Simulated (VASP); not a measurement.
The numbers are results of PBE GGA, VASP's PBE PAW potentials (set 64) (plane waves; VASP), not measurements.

Input for VASP

### POSCAR
```
AlSb
1
    0.0000000000     3.1314000000     3.1314000000
    3.1314000000     0.0000000000     3.1314000000
    3.1314000000     3.1314000000     0.0000000000
Al Sb
1 1
Direct
  0.0000000000   0.0000000000   0.0000000000
  0.2500000000   0.2500000000   0.2500000000
```

**KPOINTS**
```
Automatic mesh
0
Gamma
7 7 7
0 0 0
```

INCAR:
```
ALGO = Normal
EDIFF = 1E-6
ENCUT = 400
GGA = PE
ISIF = 2
ISMEAR = 0
LASPH = .True.
LCHARG = .False.
LMAXMIX = 4
LREAL = .False.
LWAVE = .False.
NELM = 100
PREC = Accurate
SIGMA = 0.05
SYSTEM = AlSb
```

POTCAR, in this order: Al Sb (PBE.64 set). Program: vasp_std.

Output of the run:

### OUTCAR
```
 ion  position               nearest neighbor table
   1  0.000  0.000  0.000-   2 2.71   2 2.71   2 2.71   2 2.71
   2  0.250  0.250  0.250-   1 2.71   1 2.71   1 2.71   1 2.71
  LATTYP: Found a face centered cubic cell.
 ALAT       =     6.2628000000
 Subroutine PRICEL returns:
 Original cell was already a primitive cell.
 Subroutine GETGRP returns: Found 24 space group operations
The static configuration has the point symmetry T_d .
The dynamic configuration has the point symmetry T_d .
 Subroutine INISYM returns: Found 24 space group operations
 Subroutine IBZKPT returns following result:
 Found     20 irreducible k-points:

 Following reciprocal coordinates:
            Coordinates               Weight
  0.000000  0.000000  0.000000      1.000000
  0.142857  0.000000  0.000000      8.000000
  0.285714  0.000000  0.000000      8.000000
  0.428571  0.000000  0.000000      8.000000
  0.142857  0.142857  0.000000      6.000000
  0.285714  0.142857  0.000000     24.000000
  0.428571  0.142857  0.000000     24.000000
 -0.428571  0.142857  0.000000     24.000000
 -0.285714  0.142857  0.000000     24.000000
 -0.142857  0.142857  0.000000     12.000000
  0.285714  0.285714  0.000000      6.000000
  0.428571  0.285714  0.000000     24.000000
 -0.428571  0.285714  0.000000     24.000000
 -0.285714  0.285714  0.000000     12.000000
  0.428571  0.428571  0.000000      6.000000
 -0.428571  0.428571  0.000000     12.000000
  0.428571  0.285714  0.142857     24.000000
 -0.428571  0.285714  0.142857     48.000000
 -0.428571  0.428571  0.142857     24.000000
 -0.285714  0.428571  0.142857     24.000000
   k-points           NKPTS =     20   k-points in BZ     NKDIM =     20   number of bands    NBANDS=      8
   number of dos      NEDOS =    301   number of ions     NIONS =      2
   total plane-waves  NPLWV =  27000
   dimension x,y,z NGX =    30 NGY =   30 NGZ =   30
   dimension x,y,z NGXF=    60 NGYF=   60 NGZF=   60
   ions per type =               1   1
   PREC   = accura    normal or accurate (medium, high low for compatibility)
   ISTART =      0    job   : 0-new  1-cont  2-samecut
   ICHARG =      2    charge: 1-file 2-atom 10-const
   ISPIN  =      1    spin polarized calculation?
   LNONCOLLINEAR =      F non collinear calculations
   LSORBIT =      F    spin-orbit coupling
   INIWAV =      1    electr: 0-lowe 1-rand  2-diag
   ENCUT  =  400.0 eV  29.40 Ry    5.42 a.u.   7.22  7.22  7.22*2*pi/ulx,y,z
   NELM   =    100;   NELMIN=  2; NELMDL= -5     # of ELM steps
   EDIFF  = 0.1E-05   stopping-criterion for ELM
   LREAL  =      F    real-space projection
   NLSPLINE    = F    spline interpolate recip. space projectors
   LMAXMIX     =    4 max onsite mixed and CHGCAR
   VOSKOWN=      0    Vosko Wilk Nusair interpolation
   EDIFFG = 0.1E-04   stopping-criterion for IOM
   NSW    =      0    number of steps for IOM
   NBLOCK =      1;   KBLOCK =      1    inner block; outer block
   IBRION =     -1    ionic relax: 0-MD 1-quasi-New 2-CG
   NFREE  =      0    steps in history (QN), initial steepest desc. (CG)
   ISIF   =      2    stress and relaxation
   ISYM   =      2    0-nonsym 1-usesym 2-fastsym
   TEIN   =    0.0    initial temperature
   TEBEG  =    0.0;   TEEND  =   0.0 temperature during run
   SMASS  =  -3.00    Nose mass-parameter (am)
   PSTRESS=    0.0 pullay stress
   NELECT =       8.0000    total number of electrons
   EFERMI =   0.00;   METHOD = LEGACY
   ISMEAR =     0;   SIGMA  =   0.05  broadening in eV -4-tet -1-fermi 0-gaus
   IALGO  =     38    algorithm
   LDIAG  =      T    sub-space diagonalisation (order eigenvalues)
   IMIX   =      4    mixing-type and parameters
     AMIX     =   0.40;   BMIX     =  1.00
     AMIX_MAG =   1.60;   BMIX_MAG =  1.00
...
```

File OSZICAR:
```
       N       E                     dE             d eps       ncg     rms          rms(c)
DAV:   1     0.103901907851E+02    0.10390E+02   -0.22487E+03   320   0.554E+02
DAV:   2    -0.785105882999E+01   -0.18241E+02   -0.17515E+02   432   0.778E+01
DAV:   3    -0.827894241371E+01   -0.42788E+00   -0.42788E+00   416   0.143E+01
DAV:   4    -0.828162645291E+01   -0.26840E-02   -0.26840E-02   480   0.135E+00
DAV:   5    -0.828163362211E+01   -0.71692E-05   -0.71692E-05   432   0.650E-02    0.325E+00
DAV:   6    -0.822325850831E+01    0.58375E-01   -0.92870E-02   344   0.144E+00    0.200E+00
DAV:   7    -0.820618617458E+01    0.17072E-01   -0.82069E-02   376   0.152E+00    0.409E-01
DAV:   8    -0.820695458377E+01   -0.76841E-03   -0.67305E-03   336   0.467E-01    0.910E-02
DAV:   9    -0.820728148984E+01   -0.32691E-03   -0.51514E-04   408   0.152E-01    0.265E-02
DAV:  10    -0.820732621240E+01   -0.44723E-04   -0.39343E-05   424   0.373E-02    0.137E-02
DAV:  11    -0.820735682090E+01   -0.30608E-04   -0.55997E-05   352   0.489E-02    0.434E-03
DAV:  12    -0.820735735618E+01   -0.53527E-06   -0.65360E-07   440   0.580E-03
   1 F= -.82073574E+01 E0= -.82073574E+01  d E =-.584819E-15
```

### OUTCAR
```
------------------------ aborting loop because EDIFF is reached ----------------------------------------
  FORCE on cell =-STRESS in cart. coord.  units (eV):
  Direction    XX          YY          ZZ          XY          YZ          ZX
  --------------------------------------------------------------------------------------
  Total       -0.2719358     -0.2719358     -0.2719358      0.0000000      0.0000000      0.0000000
  in kB       -7.0946568     -7.0946568     -7.0946568      0.0000000      0.0000000      0.0000000
  external PRESSURE =      -7.0946568 kB  Pullay stress =       0.0000000 kB
  volume of cell :       61.41
      direct lattice vectors                 reciprocal lattice vectors
     0.000000000  3.131400000  3.131400000    -0.159672990  0.159672990  0.159672990
     3.131400000  0.000000000  3.131400000     0.159672990 -0.159672990  0.159672990
     3.131400000  3.131400000  0.000000000     0.159672990  0.159672990 -0.159672990
 POSITION                                       TOTAL-FORCE (eV/Angst)
 -----------------------------------------------------------------------------------
      0.00000      0.00000      0.00000         0.000000      0.000000      0.000000
      1.56570      1.56570      1.56570        -0.000000     -0.000000     -0.000000
 -----------------------------------------------------------------------------------
    total drift:                               -0.000000     -0.000000     -0.000000
  FREE ENERGIE OF THE ION-ELECTRON SYSTEM (eV)
  ---------------------------------------------------
  free  energy   TOTEN  =        -8.2073573562 eV

  energy  without entropy=       -8.2073573562  energy(sigma->0) =       -8.20735736
```
(Selected blocks of OUTCAR.)

The compound is AlSb in the zinc blende structure. The cell was not relaxed at this level.
